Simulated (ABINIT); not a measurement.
TiCo:

```
Co Ti
1.0
     2.98611    0.00000    0.00000
     0.00000    2.98611    0.00000
     0.00000    0.00000    2.98611
Co Ti
1 1
Cartesian
  1.4931 1.4931 1.4931
  0.0000 0.0000 0.0000
```

The cell comes from a database or a generator and needn't be the stable form of this composition.

Base run:

```yaml
Program: ABINIT 10.8.3 (patched build)
Functional: LDA
Potentials_or_basis: JTH PAW LDA v2.0
Cutoff: 544 eV
k_mesh: 7 × 7 × 7
Occupations: fermi-dirac, width 0.05 eV
Spin: collinear spin, ferromagnetic start
Starting_moments: "[2.0, 1.0] μB"
```

Its results: band gap on the k mesh none (metal or under the smearing width); net moment 0.68 μB per cell; site moments Co +0.70; Ti -0.00 μB.

Problem. The run is repeated on the same cell with these changes: functional from LDA to LDA-PZ; k mesh from 7 × 7 × 7 to 9 × 9 × 9. What comes out?

Solution. Band gap on the k mesh none (metal or under the smearing width); net moment 0.45 μB per cell; site moments Co +0.48; Ti -0.01 μB.

Several settings changed at once, so the effect can't be laid on one alone.

Caveats: small starting moments can end in a higher magnetic state in this program.
